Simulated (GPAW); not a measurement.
## TiB2: equation of state with PBEsol

Crystal: TiB2.

```
Ti B
1.0
     3.02920    0.00000    0.00000
    -1.51460    2.62336    0.00000
     0.00000    0.00000    3.22840
Ti B
1 2
Direct
  0.00000 0.00000 0.00000
  0.66667 0.33333 0.50000
  0.33333 0.66667 0.50000
```

```yaml
Program: GPAW 26.7.0
Task: equation of state
Functional: PBEsol
Potentials_or_basis: PAW data sets generated in the run's folder for this functional
Cutoff: 800 eV
Basis: pw
k_mesh: 8 × 8 × 7
Occupations: fermi-dirac, width 0.05 eV
Spin: no spin polarisation
```

| Property | Result |
| --- | --- |
| Equilibrium volume | 8.41 Å³/atom |
| Bulk modulus at fixed shape and positions | 267 GPa |
| Pressure derivative of the bulk modulus | 3.9 |

Energy against volume, from the lowest point:
| volume (Å³/atom) | energy (meV/atom) |
| --- | --- |
| 8.039 | 14.92 |
| 8.210 | 4.18 |
| 8.381 | 0.00 |
| 8.552 | 1.73 |
| 8.723 | 8.77 |
| 8.894 | 20.68 |
| 9.065 | 37.01 |

Run time: 2.1 min on 1 thread of Arm Neoverse V2, on a shared host, peak memory 0.27 GiB.

Caveat: the cell was scaled at fixed shape and fractional positions, which overstates the stiffness of a crystal with free parameters, most of all of layers and chains.
